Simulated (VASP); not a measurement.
# LiCl: lattice, stiffness and zone-centre modes

What lattice, stiffness and vibrations does LiCl have at one level of theory? The starting structure is a measured crystal structure from the Crystallography Open Database. All runs use LDA.

Program: VASP 6.6.1. Level of theory: Kohn-Sham DFT with plane waves and PAW; LDA. Results are calculated unless marked as measured.

## (1) The structure

Symmetry: Fm-3m, No. 225, cubic system. Conventional cell: a = 5.143 Å, b = 5.143 Å, c = 5.143 Å, α = 90.00°, β = 90.00°, γ = 90.00°. Cl has 6 Li at 2.57 Å nearest. Nearest to Li lie 6 Cl at 2.57 Å. Farther neighbours and most contacts between anions are not listed.

Coordinates:

```cif
data_structure
_symmetry_space_group_name_H-M 'P 1'
_symmetry_Int_Tables_number 1
_cell_length_a 3.6367
_cell_length_b 3.6367
_cell_length_c 3.6367
_cell_angle_alpha 60.000
_cell_angle_beta 60.000
_cell_angle_gamma 60.000
_cell_volume 34.01
loop_
_atom_site_label
_atom_site_type_symbol
_atom_site_fract_x
_atom_site_fract_y
_atom_site_fract_z
_atom_site_occupancy
Cl1 Cl 0.50000 0.50000 0.50000 1
Li2 Li 0.00000 0.00000 0.00000 1
```

## (2) Relaxation

This run starts from the cell of an earlier relaxation, which isn't shown; the restart sets up the plane waves anew.

INCAR

```
SYSTEM = LiCl
PREC = Accurate
ENCUT = 700
EDIFF = 1E-07
NELM = 100
ISMEAR = 0
SIGMA = 0.03
LREAL = .FALSE.
ALGO = Normal
GGA = CA
NBANDS = 11
LORBIT = 11
LWAVE = .FALSE.
LCHARG = .FALSE.
KPAR = 4
IBRION = 2
NSW = 50
ISIF = 3
EDIFFG = -0.002
```

POSCAR

```
LiCl
1.0
    0.0000000000      2.4804730474      2.4804730474
    2.4804730474      0.0000000000      2.4804730474
    2.4804730474      2.4804730474      0.0000000000
Cl Li
1 1
Direct
    0.5000000000      0.5000000000      0.5000000000
    0.0000000000      0.0000000000      0.0000000000
```

KPOINTS

```
Automatic mesh
0
Gamma
8 8 8
0 0 0
```

PAW data sets: Cl and Li_sv (LDA family, release 64).

The run is started by

```
$ mpirun -np 4 vasp_std
```

What it wrote:

```text
[banner, memory and clock lines left out]
running    4 mpi-ranks, on    1 nodes
 distrk:  each k-point on    1 cores,    4 groups
 distr:  one band on    1 cores,    1 groups

 POSCAR found type information on POSCAR ClLi
 POSCAR found :  2 types and       2 ions
 LDA part: xc-table for (Slater(with rela. corr.)+CA(PZ))
 , standard interpolation
 POSCAR, INCAR and KPOINTS ok, starting setup
 FFT: planning ... GRIDC
 FFT: planning ... GRID_SOFT
 FFT: planning ... GRID
 WAVECAR not read
 entering main loop
       N       E                     dE             d eps       ncg     rms          rms(c)
DAV:   1     0.455530130818E+02    0.45553E+02   -0.52133E+03   638   0.107E+03
DAV:   2    -0.528887246926E+01   -0.50842E+02   -0.49026E+02   760   0.163E+02
DAV:   3    -0.809645398615E+01   -0.28076E+01   -0.27980E+01   837   0.408E+01
DAV:   4    -0.816343263363E+01   -0.66979E-01   -0.66941E-01   883   0.662E+00
DAV:   5    -0.816475594774E+01   -0.13233E-02   -0.13233E-02   830   0.756E-01    0.254E+00
DAV:   6    -0.810263429579E+01    0.62122E-01   -0.11100E-01   829   0.163E+00    0.175E+00
DAV:   7    -0.809511931746E+01    0.75150E-02   -0.30265E-02   961   0.944E-01    0.836E-01
DAV:   8    -0.809495553836E+01    0.16378E-03   -0.24987E-03   906   0.356E-01    0.120E-01
DAV:   9    -0.809493454248E+01    0.20996E-04   -0.10110E-04   796   0.731E-02    0.254E-02
DAV:  10    -0.809494163395E+01   -0.70915E-05   -0.69785E-06   797   0.207E-02    0.723E-03
DAV:  11    -0.809494152523E+01    0.10871E-06   -0.95968E-07   743   0.719E-03    0.172E-03
DAV:  12    -0.809494151586E+01    0.93678E-08   -0.38749E-08   494   0.168E-03
   1 F= -.80949415E+01 E0= -.80949415E+01  d E =-.809494E+01
 curvature:   0.00 expect dE= 0.000E+00 dE for cont linesearch  0.000E+00
 trial: gam= 0.00000 g(F)=  0.262E-60 g(S)=  0.191E-06 ort = 0.000E+00 (trialstep = 0.100E+01)
 search vector abs. value=  0.191E-06
 reached required accuracy - stopping structural energy minimisation
```

Run time: 2.4 s. Hardware: 4 MPI ranks of Intel Xeon 6975P-C (Granite Rapids), shared host; peak memory 0.53 GiB; 7.4 s of CPU time.

Lines that name or quote the potential files are left out of all logs, and their timing lines are given in words.

Parts of OUTCAR (step 2):

```text
ion  position               nearest neighbor table
   1  0.500  0.500  0.500-   2 2.48   2 2.48   2 2.48   2 2.48   2 2.48   2 2.48
   2  0.000  0.000  0.000-   1 2.48   1 2.48   1 2.48   1 2.48   1 2.48   1 2.48

  LATTYP: Found a face centered cubic cell.
 ALAT       =     4.9609460948

 Subroutine GETGRP returns: Found 48 space group operations
 (whereof 48 operations were pure point group operations)

The static configuration has the point symmetry O_h .

 Found     29 irreducible k-points:

   k-points           NKPTS =     29   k-points in BZ     NKDIM =     29   number of bands    NBANDS=     11

   dimension x,y,z NGX =    30 NGY =   30 NGZ =   30
   dimension x,y,z NGXF=    60 NGYF=   60 NGZF=   60

   ENCUT  =  700.0 eV  51.45 Ry    7.17 a.u.   7.57  7.57  7.57*2*pi/ulx,y,z

   NELECT =      10.0000    total number of electrons

 k-points in reciprocal lattice and weights: Automatic mesh
   0.00000000  0.00000000  0.00000000       0.002
   0.12500000  0.00000000  0.00000000       0.016
   0.25000000  0.00000000  0.00000000       0.016
   0.37500000  0.00000000  0.00000000       0.016
   0.50000000  0.00000000  0.00000000       0.008
   0.12500000  0.12500000  0.00000000       0.012
   0.25000000  0.12500000  0.00000000       0.047
   0.37500000  0.12500000  0.00000000       0.047
   0.50000000  0.12500000  0.00000000       0.047
[...]
-0.37500000  0.50000000  0.12500000       0.023
  -0.25000000  0.50000000  0.25000000       0.012

 average (electrostatic) potential at core
       1 -95.9403       2 -63.9002

 E-fermi :   1.4850

 k-point     1 :       0.0000    0.0000    0.0000
  band No.  band energies     occupation
      1     -41.0651      2.00000
      2     -12.4456      2.00000
      3       1.2660      2.00000
      4       1.2660      2.00000
      5       1.2660      2.00000
      6       7.8909      0.00000
      7      13.0809      0.00000
      8      13.0809      0.00000
      9      13.0809      0.00000
     10      15.9549      0.00000
    ...

 k-point     2 :       0.1250    0.0000    0.0000
  band No.  band energies     occupation
      1     -41.0644      2.00000
      2     -12.3508      2.00000
      3       0.6430      2.00000
      4       1.2161      2.00000
      5       1.2161      2.00000
      6       8.3495      0.00000
      7      12.3039      0.00000
      8      13.0106      0.00000
      9      13.0106      0.00000
     10      14.3759      0.00000
    ...

 k-point     3 :       0.2500    0.0000    0.0000
  band No.  band energies     occupation
      1     -41.0624      2.00000
      2     -12.1057      2.00000
      3      -0.5989      2.00000
      4       1.1032      2.00000
      5       1.1032      2.00000
      6       8.5238      0.00000
      7      11.7976      0.00000
      8      11.7976      0.00000
      9      12.4576      0.00000
     10      15.2883      0.00000
    ...

  Total       -0.0016261     -0.0016261     -0.0016261      0.0000000      0.0000000     -0.0000000
  in kB       -0.0853562     -0.0853562     -0.0853562      0.0000000      0.0000000     -0.0000000
  external PRESSURE =      -0.0853562 kB  Pullay stress =       0.0000000 kB

  energy-cutoff  :      700.00
  volume of cell :       30.52
      direct lattice vectors                 reciprocal lattice vectors
     0.000000000  2.480473047  2.480473047    -0.201574454  0.201574454  0.201574454
     2.480473047  0.000000000  2.480473047     0.201574454 -0.201574454  0.201574454
     2.480473047  2.480473047  0.000000000     0.201574454  0.201574454 -0.201574454

 POSITION                                       TOTAL-FORCE (eV/Angst)
 -----------------------------------------------------------------------------------
      2.48047      2.48047      2.48047         0.000000      0.000000      0.000000
      0.00000      0.00000      0.00000        -0.000000     -0.000000     -0.000000
 -----------------------------------------------------------------------------------
    total drift:                               -0.000000     -0.000000      0.000000

  FREE ENERGIE OF THE ION-ELECTRON SYSTEM (eV)
  ---------------------------------------------------
  free  energy   TOTEN  =        -8.0949415159 eV

  energy  without entropy=       -8.0949415159  energy(sigma->0) =       -8.09494152

 reached required accuracy - stopping structural energy minimisation

 total charge
# of ion       s       p       d       tot
------------------------------------------
    1        1.585   3.579   0.000   5.164
    2        2.010   0.057   0.000   2.067
--------------------------------------------------
tot          3.596   3.636   0.000   7.232

[... 3 further parts left out ...]
```

The run keeps the 48 symmetry operations of its start, so it cannot find a distortion of lower symmetry.

The relaxed cell holds 15.262 Å³ an atom, with a = 4.961 Å (-3.5 % against the database cell). Pressures at 0.985 and 1.015 times this volume, from two more relaxations that aren't shown, give a bulk modulus of 41.1 GPa.

## (3) Elastic constants

INCAR

```
SYSTEM = LiCl
PREC = Accurate
ENCUT = 1000
EDIFF = 1E-08
NELM = 100
ISMEAR = 0
SIGMA = 0.03
LREAL = .FALSE.
ALGO = Normal
GGA = CA
NBANDS = 11
LORBIT = 11
LWAVE = .FALSE.
LCHARG = .FALSE.
KPAR = 4
IBRION = 6
NFREE = 2
POTIM = 0.015
ISIF = 3
NSW = 1
```

POSCAR is that of step 2.

KPOINTS

```
Automatic mesh
0
Gamma
10 10 10
0 0 0
```

The run is started by

```
$ mpirun -np 4 vasp_std
```

What it wrote:

```text
[... set-up lines as in an earlier step ...]
 entering main loop
       N       E                     dE             d eps       ncg     rms          rms(c)
DAV:   1     0.545950366191E+02    0.54595E+02   -0.61151E+03  1034   0.135E+03
DAV:   2    -0.504258533338E+01   -0.59638E+02   -0.56772E+02  1367   0.191E+02
DAV:   3    -0.809148846198E+01   -0.30489E+01   -0.30381E+01  1365   0.441E+01
DAV:   4    -0.816333327883E+01   -0.71845E-01   -0.71776E-01  1501   0.649E+00
[...]
DAV:  10    -0.809421044363E+01   -0.71831E-05   -0.67315E-06  1227   0.209E-02    0.627E-03
DAV:  11    -0.809421034509E+01    0.98542E-07   -0.87670E-07  1254   0.698E-03    0.169E-03
DAV:  12    -0.809421033534E+01    0.97505E-08   -0.46697E-08  1572   0.164E-03
   1 F= -.80942103E+01 E0= -.80942103E+01  d E =-.612294E-35
[... from here on, the cycles between the ionic steps are left out ...]
   2 F= -.80928399E+01 E0= -.80928399E+01  d E =-.593012E-35
   3 F= -.80922747E+01 E0= -.80922747E+01  d E =-.338878E-25
   4 F= -.80928399E+01 E0= -.80928399E+01  d E =-.603820E-35
   5 F= -.80922747E+01 E0= -.80922747E+01  d E =-.339705E-25
   6 F= -.80928399E+01 E0= -.80928399E+01  d E =-.603394E-35
   7 F= -.80922747E+01 E0= -.80922747E+01  d E =-.339397E-25
   8 F= -.80936063E+01 E0= -.80936063E+01  d E =-.678300E-25
   9 F= -.80936063E+01 E0= -.80936063E+01  d E =-.689777E-25
  10 F= -.80936063E+01 E0= -.80936063E+01  d E =-.686657E-25
  11 F= -.80936062E+01 E0= -.80936062E+01  d E =-.684258E-25
  12 F= -.80936063E+01 E0= -.80936063E+01  d E =-.678069E-25
  13 F= -.80936062E+01 E0= -.80936062E+01  d E =-.690353E-25
  14 F= -.80940839E+01 E0= -.80940839E+01  d E =-.635989E-35
  15 F= -.80940839E+01 E0= -.80940839E+01  d E =-.636715E-35
  16 F= -.80940843E+01 E0= -.80940843E+01  d E =-.636975E-35
  17 F= -.80940843E+01 E0= -.80940843E+01  d E =-.634158E-35
 Finite differences progress:
  Degree of freedom:   8/  8
  Displacement:        2/  2
  Total:              16/ 16
```

Run time: 2.1 min. Hardware: 4 MPI ranks; peak memory 1.9 GiB.

From OUTCAR (step 3):

```text
  Total        0.0145023      0.0118211      0.0118211      0.0000000      0.0000000      0.0000000
  in kB        0.7612275      0.6204925      0.6204925      0.0000000      0.0000000      0.0000000
  external PRESSURE =       0.6674042 kB  Pullay stress =       0.0000000 kB

 POSITION                                       TOTAL-FORCE (eV/Angst)
 -----------------------------------------------------------------------------------
      2.48047      2.48047      2.48047        -0.016930      0.000000      0.000000
     -0.01500      0.00000      0.00000         0.016930      0.000000      0.000000
 -----------------------------------------------------------------------------------
    total drift:                               -0.000080     -0.000000     -0.000000

  FREE ENERGIE OF THE ION-ELECTRON SYSTEM (eV)
  ---------------------------------------------------
  free  energy   TOTEN  =        -8.0940842628 eV

  energy  without entropy=       -8.0940842628  energy(sigma->0) =       -8.09408426

[... 3 further parts left out ...]
[key lines of the parts left out:]
E-fermi :   1.5252
```

The last energy, forces and stress in OUTCAR belong to the last displaced cell, not to that of POSCAR.

The elastic tensor has C11 = 77.1, C12 = 23.2, C44 = 28.3 GPa; its Hill averages are a bulk modulus of 41.2 and a shear modulus of 27.7 GPa.

## (4) Modes of the relaxed cell

INCAR

```
SYSTEM = LiCl
PREC = Accurate
ENCUT = 700
EDIFF = 1E-08
NELM = 100
ISMEAR = 0
SIGMA = 0.03
LREAL = .FALSE.
ALGO = Normal
GGA = CA
NBANDS = 11
LORBIT = 11
LWAVE = .FALSE.
LCHARG = .FALSE.
KPAR = 4
IBRION = 8
LEPSILON = .TRUE.
LPEAD = .TRUE.
ISIF = 2
```

POSCAR is that of step 3.

KPOINTS

```
Automatic mesh
0
Gamma
14 14 14
0 0 0
```

The run is started by

```
$ mpirun -np 4 vasp_std
```

What it wrote:

```text
[... set-up lines as in an earlier step ...]
 entering main loop
       N       E                     dE             d eps       ncg     rms          rms(c)
DAV:   1     0.445415822049E+02    0.44542E+02   -0.50163E+03  2288   0.105E+03
DAV:   2    -0.560693188457E+01   -0.50149E+02   -0.47930E+02  2929   0.162E+02
DAV:   3    -0.809560213538E+01   -0.24887E+01   -0.24809E+01  2987   0.384E+01
DAV:   4    -0.816380686594E+01   -0.68205E-01   -0.68119E-01  3272   0.632E+00
[...]
DAV:  10    -0.809495829165E+01   -0.72027E-05   -0.69153E-06  2818   0.207E-02    0.755E-03
DAV:  11    -0.809495817328E+01    0.11837E-06   -0.10284E-06  2786   0.735E-03    0.167E-03
DAV:  12    -0.809495816585E+01    0.74363E-08   -0.51550E-08  3559   0.169E-03
   1 F= -.80949582E+01 E0= -.80949582E+01  d E =-.142859E-17
 Linear response reoptimize wavefunctions to high precision
DAV:   1    -0.809495816432E+01    0.15232E-08   -0.19067E-09  2742   0.352E-04
DAV:   2    -0.809495816434E+01   -0.19327E-10   -0.20582E-10  1621   0.108E-04
 Linear response to external field (no local field effect), progress :
[...]
RMM:  14    -0.183617076844E+00    0.47122E-08    0.95232E-08 11683   0.269E-05    0.189E-07
 first order change of Fermi-energy   0.42427E-03
 force on displaced ion       1 direction 1 :  -1.127   0.000   0.000
 Born effective charge ion    1 direction 1 :  -1.165   0.000   0.000
 Linear response progress:
  Degree of freedom:   2/  2
       N       E                     dE             d eps       ncg     rms          rms(c)
RMM:   1    -0.162126575423E+00   -0.16213E+00    0.18197E+00  6989   0.172E+01
RMM:   2    -0.166797004006E+00   -0.46704E-02   -0.16609E-02  9737   0.102E+00    0.999E-02
RMM:   3    -0.166903501185E+00   -0.10650E-03   -0.30729E-03 11793   0.379E-01    0.520E-02
RMM:   4    -0.166825479357E+00    0.78022E-04   -0.65513E-04 12203   0.179E-01    0.825E-03
[...]
RMM:  24    -0.166906974736E+00   -0.19314E-07    0.79297E-07 10892   0.545E-04    0.237E-04
RMM:  25    -0.166906979902E+00   -0.51657E-08    0.80020E-07  8486   0.493E-04    0.253E-04
RMM:  26    -0.166906990891E+00   -0.10989E-07    0.79705E-07  9141   0.448E-04    0.265E-04
 first order change of Fermi-energy   0.19458E-03
 force on displaced ion       2 direction 1 :  -1.123   0.000   0.000
 Born effective charge ion    2 direction 1 :   1.164   0.000   0.000
 Born effective charges drift removed
 Linear response finished
```

Wall time 2.6 min (4 MPI ranks); peak memory 2.5 GiB.

Parts of OUTCAR (step 4):

```text
  Total       -0.0014527     -0.0014527     -0.0014527     -0.0000000      0.0000000      0.0000000
  in kB       -0.0762524     -0.0762524     -0.0762524     -0.0000000      0.0000000      0.0000000
  external PRESSURE =      -0.0762524 kB  Pullay stress =       0.0000000 kB

 POSITION                                       TOTAL-FORCE (eV/Angst)
 -----------------------------------------------------------------------------------
      2.48047      2.48047      2.48047        -0.000000     -0.000000      0.000000
      0.00000      0.00000      0.00000         0.000000      0.000000      0.000000
 -----------------------------------------------------------------------------------
    total drift:                               -0.000000     -0.000000      0.000000

 MACROSCOPIC STATIC DIELECTRIC TENSOR (including local field effects in DFT)
 ------------------------------------------------------
           3.188453     0.000000    -0.000000
           0.000000     3.188453    -0.000000
           0.000000     0.000000     3.188453
 ------------------------------------------------------

 MACROSCOPIC STATIC DIELECTRIC TENSOR IONIC CONTRIBUTION
 ------------------------------------------------------
           7.151239    -0.000000    -0.000000
          -0.000000     7.151239     0.000000
          -0.000000     0.000000     7.151239
 ------------------------------------------------------

[... 1 part as in an earlier step ...]

[... 1 further part left out ...]
```

The zone-centre modes at 15.262 Å³ an atom are T1u 228.4 cm⁻¹.

(Continued in part 2 of 2.)

[Lines on the potential files, build, host, timing and source positions are cut from VASP's logs without a mark.]

[Logs are printed without paths, hosts, clocks, repeated set-up lines and the standing remarks that a program may print on its own settings, such as how far it seeks lower states.]

[Hosts, paths, dates, database ids (printed as entryN), source tags and the programs' standing remarks are cut or masked in the printed files.]
